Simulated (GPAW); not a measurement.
# C (P6_3/mmc) in GPAW: a series of runs, part 2 of 2

GPAW 26.7.0. The steps go on from the part before.

## (4) Phonons, OLYP+D3(BJ)

The COD entry that gives the cell may itself be a prediction, so a difference from it is no test against experiment.

Contents of run.py:

```python
import json
import numpy as np
from ase import Atoms
from ase.calculators.mixing import SumCalculator
from ase.constraints import FixSymmetry
from ase.filters import FrechetCellFilter
from ase.io import read, write
from ase.optimize import BFGS
from dftd3.ase import DFTD3
from phonopy import Phonopy
from phonopy.structure.atoms import PhonopyAtoms
from gpaw import GPAW, PW, setup_paths

setup_paths.insert(0, '.')

atoms = read('C.xyz')

calc = GPAW(mode=PW(680),
            xc='GGA_X_OPTX+GGA_C_LYP',
            kpts={'size': (12, 12, 3), 'gamma': True},
            occupations={'name': 'fermi-dirac', 'width': 0.05},
            nbands=46,
            convergence={'density': 1e-06, 'eigenstates': 1e-09},
            mixer={'backend': 'msr1', 'beta': 0.15},
            eigensolver='davidson',
            maxiter=50,
            txt='gpaw.txt')
atoms.calc = SumCalculator([calc, DFTD3(method='olyp', damping='d3bj')])
atoms.set_constraint(FixSymmetry(atoms))
BFGS(FrechetCellFilter(atoms), trajectory='relax.traj', logfile='-').run(fmax=0.005, steps=40)
atoms.set_constraint()
energy = atoms.get_potential_energy()
forces = atoms.get_forces()
stress = atoms.get_stress()
calc.write('gs.gpw')
write('result.traj', atoms)
print('Cell:', atoms.cell.cellpar().round(4))
print(atoms.get_scaled_positions().round(5))

def force_constants(scale):
    unit = PhonopyAtoms(symbols=atoms.get_chemical_symbols(), cell=atoms.cell[:] * scale**(1 / 3),
                        scaled_positions=atoms.get_scaled_positions())
    ph = Phonopy(unit, supercell_matrix=np.diag([1, 1, 1]), primitive_matrix=np.eye(3), symprec=1e-4)
    ph.generate_displacements(distance=0.03)
    forces = []
    for i, sc in enumerate(ph.supercells_with_displacements):
        a = Atoms(sc.symbols, cell=sc.cell, scaled_positions=sc.scaled_positions, pbc=True)
        c = GPAW(mode=PW(680),
                 xc='GGA_X_OPTX+GGA_C_LYP',
                 kpts={'size': (12, 12, 3), 'gamma': True},
                 occupations={'name': 'fermi-dirac', 'width': 0.05},
                 nbands=46,
                 convergence={'density': 1e-06, 'eigenstates': 1e-09},
                 mixer={'backend': 'msr1', 'beta': 0.15},
                 eigensolver='davidson',
                 maxiter=50,
                 txt=f'disp-{scale:.3f}-{i:02d}.txt')
        a.calc = SumCalculator([c, DFTD3(method='olyp', damping='d3bj')])
        f = a.get_forces()
        forces.append(f - f.mean(axis=0))
        print(f'displacement {i}: drift', f.mean(axis=0).round(5), flush=True)
    ph.forces = forces
    ph.produce_force_constants()
    ph.symmetrize_force_constants()
    return ph

qpoints = [[0.0, 0.0, 0.0]]
results = {}
for scale in [1.0]:
    ph = force_constants(scale)
    ph.run_qpoints(qpoints)
    nu = ph.qpoints.frequencies * 33.35641  # THz to cm^-1
    results[f'{scale:.3f}'] = nu.tolist()
    for qp, f in zip(qpoints, nu):
        print(scale, np.round(qp, 4), f.round(2))
json.dump(results, open('phonons.json', 'w'))
```

Contents of C.xyz:

```xyz
12
Lattice="2.5221000000 0.0000000000 0.0000000000 -1.2610500000 2.1842026709 0.0000000000 0.0000000000 0.0000000000 12.3557000000" Properties=species:S:1:pos:R:3 pbc="T T T"
C      1.2610500001      0.7280675569      4.3760182690
C     -0.0000000001      1.4561351140     10.5538682690
C      1.2610500001      0.7280675569      1.8018317310
C     -0.0000000001      1.4561351140      7.9796817310
C      1.2610500001      0.7280675569      5.9204807690
C     -0.0000000001      1.4561351140     12.0983307690
C      1.2610500001      0.7280675569      0.2573692310
C     -0.0000000001      1.4561351140      6.4352192310
C      0.0000000000      0.0000000000     10.0390062500
C      0.0000000000      0.0000000000      3.8611562500
C      0.0000000000      0.0000000000      8.4945437500
C      0.0000000000      0.0000000000      2.3166937500
```

Potentials or basis: PAW data sets generated in the run's folder for this functional, pw.

Launch:

```console
$ gpaw-setup -f GGA_X_OPTX+GGA_C_LYP C
$ OMP_NUM_THREADS=1 python run.py
```

gpaw.txt:

```text
__  _  _
 | _ |_)|_||  |
 |__||  | ||/\| - 26.7.0

Input parameters:
  mode=PW(ecut=680.0),
  convergence={'density': 1e-06, 'eigenstates': 1e-09},
  eigensolver=Davidson(niter=2),
  kpts=MonkhorstPack(size=(12, 12, 3), gamma=True),
  maxiter=50,
  mixer=MSR1(name='msr1', nmaxold=10, beta=0.15, reg=0.005, gb_scale=1.0, max_A=0.75, trust_scale=1.0, soft_lim=4.0, hard_lim=6.0, weight=20.0, sigma=0.015, g_ss=None),
  nbands=46,
  occupations=Occupations(name='fermi-dirac', width=0.05),
  xc=XC(name='GGA_X_OPTX+GGA_C_LYP')

Diagonalizing LCAO Hamiltonian
Converting LCAO to pw mode

        C

        C

       C
        C
       C
        C
           C
[... 154 lines left out ...]
SCF iterations
|iter     | |      energy | eigst |  dens |
|---------|-|-------------|-------|-------|
|iter:   1| | -105.179742 | +0.10 |       |
|iter:   2| | -104.307164 | -2.30 | -0.83 |
|iter:   3| | -102.948120 | -1.40 | -0.91 |
|iter:   4| | -102.991229 | -2.78 | -1.71 |
|iter:   5| | -102.997813 | -3.79 | -2.24 |
|iter:   6| | -102.997729c| -5.03 | -3.11 |
|iter:   7| | -102.997768c| -6.22 | -3.56 |
|iter:   8| | -102.997785c| -6.61 | -3.87 |
|iter:   9| | -102.997785c| -7.70 | -4.49 |
|iter:  10| | -102.997785c| -8.94 | -4.97 |
|iter:  11| | -102.997785c| -9.61c| -5.34 |
[... 358 lines left out ...]
Unit cell  # Å
| periodic |         x |         y |         z |   lengths |     angles |
|----------|-----------|-----------|-----------|-----------|------------|
|      yes |  2.505320 |  0.000000 | -0.000000 |  2.505320 |  90.000000 |
|      yes | -1.252660 |  2.169670 | -0.000000 |  2.505320 |  90.000000 |
|      yes | -0.000000 | -0.000000 | 12.301124 | 12.301124 | 120.000000 |

Number of symmetries: 12
Symmetry operations  # r_c * U_cc + t_c -> r_c
|    | kind |            matrix            |
|----|------|------------------------------|
|  0 |  σ   |  1, 1, 0,  0,-1, 0,  0, 0, 1 |
|  1 |  S6  |  1, 1, 0, -1, 0, 0,  0, 0,-1 |
|  2 |  E   |  1, 0, 0,  0, 1, 0,  0, 0, 1 |
|  3 |  C2  |  1, 0, 0, -1,-1, 0,  0, 0,-1 |
|  4 |  C2  |  0, 1, 0,  1, 0, 0,  0, 0,-1 |
|  5 |  C3  |  0, 1, 0, -1,-1, 0,  0, 0, 1 |
|  6 |  S6  |  0,-1, 0,  1, 1, 0,  0, 0,-1 |
|  7 |  σ   |  0,-1, 0, -1, 0, 0,  0, 0, 1 |
|  8 |  σ   | -1, 0, 0,  1, 1, 0,  0, 0, 1 |
[... 596 lines left out ...]
occupation numbers:
  Fermi-Dirac:
    width: 0.0500  # eV

poisson solver:
  ecut: 5440
[... cut ...]
aximum number of iterations: 50

SCF iterations
|iter     | |      energy | eigst |  dens |
|---------|-|-------------|-------|-------|
|iter:   1| | -102.813801 |       |       |
|iter:   2| | -102.813762 | -6.70 | -3.50 |
|iter:   3| | -102.813749c| -6.59 | -3.70 |
|iter:   4| | -102.813746c| -7.80 | -4.11 |
|iter:   5| | -102.813743c| -8.58 | -4.56 |
|iter:   6| | -102.813742c| -9.97c| -5.13 |
|iter:   7| | -102.813742c|-11.22c| -5.71 |
|iter:   8| | -102.813742c|-11.87c| -6.39c|
[... 237 lines left out ...]
SCF iterations
|iter     | |      energy | eigst |  dens |
|---------|-|-------------|-------|-------|
|iter:   1| | -102.814222 |       |       |
|iter:   2| | -102.814224 | -9.05c| -4.00 |
|iter:   3| | -102.814222c| -8.25 | -4.07 |
|iter:   4| | -102.814220c| -9.34c| -4.73 |
|iter:   5| | -102.814219c|-10.59c| -5.20 |
|iter:   6| | -102.814219c|-10.79c| -5.34 |
|iter:   7| | -102.814218c|-11.13c| -5.72 |
|iter:   8| | -102.814218c|-12.57c| -7.04c|
[... 305 lines left out ...]
|        x |        y |        z |
|----------|----------|----------|
|  0.00000 |  0.00000 | -0.00969 |  # C    0
| -0.00000 | -0.00000 | -0.00955 |  # C    1
|  0.00000 |  0.00000 |  0.00955 |  # C    2
| -0.00000 |  0.00000 |  0.00969 |  # C    3
|  0.00000 | -0.00000 | -0.00038 |  # C    4
|  0.00000 |  0.00000 | -0.00034 |  # C    5
| -0.00000 |  0.00000 |  0.00034 |  # C    6
| -0.00000 |  0.00000 |  0.00038 |  # C    7
|  0.00000 |  0.00000 |  0.00006 |  # C    8
| -0.00000 |  0.00000 |  0.00004 |  # C    9
|  0.00000 |  0.00000 | -0.00004 |  # C   10
| -0.00000 |  0.00000 | -0.00006 |  # C   11

# Writing to gs.gpw (mode='')
```

stdout:

```text
Step          Energy          fmax
BFGS:    0     -111.103498        0.834891
BFGS:    1     -111.134792        0.789288
BFGS:    2     -111.224600        0.528218
BFGS:    3     -111.261875        0.503002
BFGS:    4     -111.315656        0.362537
BFGS:    5     -111.326249        0.092516
BFGS:    6     -111.327483        0.016165
BFGS:    7     -111.327595        0.011201
BFGS:    8     -111.327603        0.009895
BFGS:    9     -111.327661        0.004529
Cell: [  2.4769   2.4769  12.2114  90.      90.     120.    ]
[[0.66667 0.33333 0.35491]
 [0.33333 0.66667 0.85491]
 [0.66667 0.33333 0.14509]
 [0.33333 0.66667 0.64509]
 [0.66667 0.33333 0.47923]
 [0.33333 0.66667 0.97923]
 [0.66667 0.33333 0.02077]
 [0.33333 0.66667 0.52077]
 [0.      1.      0.81308]
 [0.      1.      0.31308]
 [0.      1.      0.68692]
 [0.      1.      0.18692]]
displacement 0: drift [-1.e-05 -0.e+00  5.e-05]
displacement 1: drift [ 1.e-05 -0.e+00  3.e-05]
displacement 2: drift [-1.e-05  0.e+00 -4.e-05]
displacement 3: drift [ 1.e-05  0.e+00 -2.e-05]
displacement 4: drift [-1.e-05 -0.e+00 -3.e-05]
displacement 5: drift [ 1.e-05 -0.e+00 -0.e+00]
1.0 [0. 0. 0.] [   0.      0.      0.    294.97  294.97  306.46  306.46  480.87  480.87
  495.54  495.54  507.16  514.73  546.47  546.47  919.9   926.78 1127.88
 1274.83 1274.83 1284.07 1286.41 1286.41 1300.07 1300.07 1331.92 1338.63
 1338.63 1339.61 1339.61 1351.49 1355.56 1367.64 1367.64 1368.83 1378.36]
```

Run time: 43 min. Hardware: 1 thread of AMD EPYC 7B13 (Zen 3), shared host; peak memory 2.3 GiB.

Results:

- Free energy: -111.3277 eV
- Relaxed volume: 5.41 Å³/atom
- Relaxed cell: a = 2.477 Å, b = 2.477 Å, c = 12.211 Å, α = 90.00°, β = 90.00°, γ = 120.00°
- Space group after relaxing (to 0.05 Å): P6_3/mmc (No. 194)
- Pressure after relaxing: 0.0 GPa
- Band gap on the k mesh: 4.55 eV, indirect (least direct gap 5.49 eV)
- Highest phonon frequency at Γ: 1378 cm⁻¹
- Dispersion energy per atom: -0.709 eV

Final structure:
```cif
data_structure
_symmetry_space_group_name_H-M 'P 1'
_symmetry_Int_Tables_number 1
_cell_length_a 2.4769
_cell_length_b 2.4769
_cell_length_c 12.2114
_cell_angle_alpha 90.000
_cell_angle_beta 90.000
_cell_angle_gamma 120.000
_cell_volume 64.88
loop_
_atom_site_label
_atom_site_type_symbol
_atom_site_fract_x
_atom_site_fract_y
_atom_site_fract_z
_atom_site_occupancy
C1 C 0.66667 0.33333 0.35491 1
C2 C 0.33333 0.66667 0.85491 1
C3 C 0.66667 0.33333 0.14509 1
C4 C 0.33333 0.66667 0.64509 1
C5 C 0.66667 0.33333 0.47923 1
C6 C 0.33333 0.66667 0.97923 1
C7 C 0.66667 0.33333 0.02077 1
C8 C 0.33333 0.66667 0.52077 1
C9 C 0.00000 0.00000 0.81308 1
C10 C 0.00000 0.00000 0.31308 1
C11 C 0.00000 0.00000 0.68692 1
C12 C 0.00000 0.00000 0.18692 1
```

Levels at points of the mesh, in eV from the valence-band top:
| k point | band 22 | band 23 | band 24 | band 25 | band 26 | band 27 |
| --- | --- | --- | --- | --- | --- | --- |
| (0.00, 0.00, 0.00) | -0.18 | 0.00 | 0.00 | 5.49 | 5.49 | 5.66 |
| (0.50, 0.50, 0.00) | -4.26 | -3.82 | -3.07 | 4.71 | 5.31 | 5.37 |

Phonon frequencies in cm⁻¹ (negative: imaginary):
| q point | frequencies |
| --- | --- |
| (0.000, 0.000, 0.000) | 0 0 0 295 295 306 306 481 481 496 496 507 515 546 546 920 927 1128 1275 1275 1284 1286 1286 1300 1300 1332 1339 1339 1340 1340 1351 1356 1368 1368 1369 1378 |

Caveat: the cutoff is short for stress and forces, so pressures can be off by a GPa or more; an odd mesh through Γ misses points on the zone boundary, where band edges often lie.
